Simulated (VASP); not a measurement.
# CsSnBr3 (Pm-3m) in VASP: notebook, part 2 of 2

VASP 6.6.1. The steps go on from the part before.

## 3. Relaxation of cell and atoms, PBE+D3(BJ)

This run uses another cell than the first one, of 39.34 Å³/atom, 0.988 times its volume.

Input file INCAR:

```
SYSTEM = CsSnBr3
PREC = Accurate
ENCUT = 600
EDIFF = 1E-7
ISMEAR = 0
SIGMA = 0.03
LREAL = .FALSE.
LASPH = .TRUE.
NELM = 80
ALGO = Normal
ISIF = 3
LWAVE = .FALSE.
LCHARG = .FALSE.
GGA = PE
IVDW = 12
IBRION = 2
NSW = 90
EDIFFG = -0.005
```

Input file KPOINTS:

```
regular mesh
0
G
  6 6 6
  0 0 0
```

Input file POSCAR:

```
CsSnBr3                                 
1.0
    5.8157722473      0.0000000000     -0.0000000000
    0.0000000000      5.8157722473     -0.0000000000
    0.0000000000      0.0000000000      5.8157722473
  Cs              Sn              Br            
     1     1     3
Direct
     0.0000000000000000    0.0000000000000000    0.0000000000000000
     0.5000000000000000    0.5000000000000000    0.5000000000000000
     0.5000000000000000    0.0000000000000000    0.5000000000000000
     0.5000000000000000    0.5000000000000000    0.0000000000000000
     0.0000000000000000    0.5000000000000000    0.5000000000000000
```

Potentials or basis: VASP PAW PBE potentials, release 64 (Cs_sv, Sn_d, Br).

Started as:

```bash
cat potpaw_PBE.64/Cs_sv/POTCAR potpaw_PBE.64/Sn_d/POTCAR potpaw_PBE.64/Br/POTCAR > POTCAR
mpirun -np 1 vasp_std > vasp.out
```

OUTCAR:

```text
SYSTEM = CsSnBr3
   PREC = Accurate
   ENCUT = 600
   EDIFF = 1E-7
   ISMEAR = 0
   LREAL = .FALSE.
   LASPH = .TRUE.
   NELM = 80
   ISIF = 3
   GGA = PE
   IVDW = 12
   IBRION = 2
   NSW = 90
   EDIFFG = -0.005
 IVDW          = 12

 ion  position               nearest neighbor table
   1  0.000  0.000  0.000-
   2  0.500  0.500  0.500-   3 2.91   4 2.91   5 2.91   4 2.91   3 2.91   5 2.91
   3  0.500  0.000  0.500-   2 2.91   2 2.91
   4  0.500  0.500  0.000-   2 2.91   2 2.91
[... 784 lines left out ...]
  --------------------------------------------------------------------------------------
  -------------------------------------------------------------------------------------
  Total       0.02152     0.02152     0.02152     0.00000    -0.00000     0.00000
  in kB       0.17529     0.17529     0.17529     0.00000    -0.00000     0.00000
  external pressure =        0.18 kB  Pullay stress =        0.00 kB

 VOLUME and BASIS-vectors are now :
 -----------------------------------------------------------------------------
  energy-cutoff  :      600.00
  volume of cell :      196.71
      direct lattice vectors                 reciprocal lattice vectors
     5.815772247  0.000000000  0.000000000     0.171946211  0.000000000  0.000000000
     0.000000000  5.815772247  0.000000000     0.000000000  0.171946211  0.000000000
     0.000000000  0.000000000  5.815772247     0.000000000  0.000000000  0.171946211

 POSITION                                       TOTAL-FORCE (eV/Angst)
 -----------------------------------------------------------------------------------
      0.00000      0.00000      0.00000         0.000000      0.000000      0.000000
      2.90789      2.90789      2.90789         0.000000      0.000000      0.000000
      2.90789      0.00000      2.90789         0.000000      0.000000      0.000000
      2.90789      2.90789      0.00000         0.000000      0.000000      0.000000
      0.00000      2.90789      2.90789         0.000000      0.000000      0.000000
 -----------------------------------------------------------------------------------
    total drift:                                0.000000     -0.000000     -0.000000

  FREE ENERGIE OF THE ION-ELECTRON SYSTEM (eV)
  ---------------------------------------------------
  free  energy   TOTEN  =       -16.9007951756 eV

  energy  without entropy=      -16.9007951756  energy(sigma->0) =      -16.90079518

 reached required accuracy - stopping structural energy minimisation
```

CONTCAR:

```text
CsSnBr3
   1.00000000000000
     5.8157722473000000    0.0000000000000000    0.0000000000000000
     0.0000000000000000    5.8157722473000000    0.0000000000000000
     0.0000000000000000    0.0000000000000000    5.8157722473000000
  Cs              Sn              Br
     1     1     3
Direct
     0.0000000000000000    0.0000000000000000    0.0000000000000000
     0.5000000000000000    0.5000000000000000    0.5000000000000000
     0.5000000000000000    0.0000000000000000    0.5000000000000000
     0.5000000000000000    0.5000000000000000    0.0000000000000000
     0.0000000000000000    0.5000000000000000    0.5000000000000000

  0.00000000E+00  0.00000000E+00  0.00000000E+00
  0.00000000E+00  0.00000000E+00  0.00000000E+00
  0.00000000E+00  0.00000000E+00  0.00000000E+00
  0.00000000E+00  0.00000000E+00  0.00000000E+00
  0.00000000E+00  0.00000000E+00  0.00000000E+00
```

It took 2 min on 1 thread of Intel Xeon Platinum 8259CL at 2.50GHz (Skylake/Cascade Lake), shared host; peak memory 0.4 GiB.

Results:

| Item | Value |
| --- | --- |
| Free energy | -16.9008 eV |
| Pressure after relaxing | 0.0 GPa |
| Band gap on the k mesh | 0.44 eV, direct |
| Dispersion energy per atom | -0.218 eV |

Final structure:
```cif
data_structure
_symmetry_space_group_name_H-M 'P 1'
_symmetry_Int_Tables_number 1
_cell_length_a 5.8158
_cell_length_b 5.8158
_cell_length_c 5.8158
_cell_angle_alpha 90.000
_cell_angle_beta 90.000
_cell_angle_gamma 90.000
_cell_volume 196.71
loop_
_atom_site_label
_atom_site_type_symbol
_atom_site_fract_x
_atom_site_fract_y
_atom_site_fract_z
_atom_site_occupancy
Cs1 Cs 0.00000 0.00000 0.00000 1
Sn1 Sn 0.50000 0.50000 0.50000 1
Br1 Br 0.50000 0.00000 0.50000 1
Br2 Br 0.50000 0.50000 0.00000 1
Br3 Br 0.00000 0.50000 0.50000 1
```

Caveat: the relaxation stopped at its first step, so nothing moved; spin-orbit coupling is left out, which moves the levels of the heavy elements. A k mesh can miss the band edges.

## 4. Relaxation of cell and atoms, PBEsol

Input file INCAR:

```
SYSTEM = CsSnBr3
ALGO = Normal ; EDIFF = 1E-6
EDIFFG = -0.01 ; ENCUT = 600
GGA = PS ; IBRION = 2
ISIF = 3 ; ISMEAR = 0
KPAR = 4 ; LASPH = .TRUE.
LCHARG = .FALSE. ; LREAL = .FALSE.
LWAVE = .FALSE. ; NELM = 80
NSW = 90 ; PREC = Accurate
SIGMA = 0.03
```

Input file KPOINTS:

```
k-points
0
G
  6 6 6
  0 0 0
```

Input file POSCAR:

```
CsSnBr3
1.0
    5.8390056100      0.0000000000      0.0000000000
    0.0000000000      5.8390056100      0.0000000000
    0.0000000000      0.0000000000      5.8390056100
Cs Sn Br
1 1 3
Direct
    0.0000000000      0.0000000000      0.0000000000
    0.5000000000      0.5000000000      0.5000000000
    0.5000000000      0.0000000000      0.5000000000
    0.5000000000      0.5000000000      0.0000000000
    0.0000000000      0.5000000000      0.5000000000
```

Started as:

```bash
cat potpaw_PBE.64/Cs_sv/POTCAR potpaw_PBE.64/Sn_d/POTCAR potpaw_PBE.64/Br/POTCAR > POTCAR
mpirun -np 4 vasp_std > vasp.out
```

Wall time 57 s (4 MPI ranks of Intel Xeon Platinum 8488C (Sapphire Rapids), shared host); peak memory 0.43 GiB.

It converged, with:

* Free energy: -16.8092 eV
* Relaxed volume: 38.40 Å³/atom
* Relaxed cell: a = 5.769 Å, b = 5.769 Å, c = 5.769 Å, α = 90.00°, β = 90.00°, γ = 90.00°
* Space group after relaxing (to 0.05 Å): Pm-3m (No. 221)
* Energy gained by relaxing: 3.6 meV/atom
* Ionic steps: 3
* Pressure after relaxing: 0.0 GPa
* Band gap on the k mesh: 0.22 eV, direct

Step by step:
| step | energy change (eV) | largest force (eV/Å) | pressure (GPa) | volume (Å³) |
| --- | --- | --- | --- | --- |
| 1 | 0.0000 | 0.0000 | -0.77 | 199.07 |
| 2 | -0.0169 | 0.0000 | -0.19 | 193.58 |
| 3 | -0.0180 | 0.0000 | -0.02 | 191.98 |

Final structure:
```
Cs Sn Br
1.0
     5.76883    0.00000    0.00000
     0.00000    5.76883    0.00000
     0.00000    0.00000    5.76883
Cs Sn Br
1 1 3
Direct
  0.00000 0.00000 0.00000
  0.50000 0.50000 0.50000
  0.50000 0.00000 0.50000
  0.50000 0.50000 0.00000
  0.00000 0.50000 0.50000
```

Levels at points of the mesh, in eV from the valence-band top:
| k point | band 18 | band 19 | band 20 | band 21 | band 22 | band 23 | band 24 | band 25 | band 26 |
| --- | --- | --- | --- | --- | --- | --- | --- | --- | --- |
| (0.00, 0.00, 0.00) | -3.30 | -3.30 | -3.14 | -3.14 | -3.14 | 1.89 | 2.92 | 2.92 | 3.56 |
| (0.50, 0.00, 0.00) | -3.49 | -3.45 | -3.28 | -3.28 | -2.14 | 1.30 | 3.40 | 4.00 | 4.04 |
| (0.50, 0.50, 0.00) | -3.58 | -3.58 | -3.58 | -2.77 | -1.05 | 0.80 | 0.80 | 3.80 | 4.12 |
| (0.50, 0.50, 0.50) | -3.57 | -2.76 | -2.76 | -2.76 | 0.00 | 0.22 | 0.22 | 0.22 | 3.39 |

Caveat: the PAW data sets were made with another functional, which shifts forces and pressure a little; spin-orbit coupling is left out, which moves the levels of the heavy elements. A k mesh can miss the band edges.
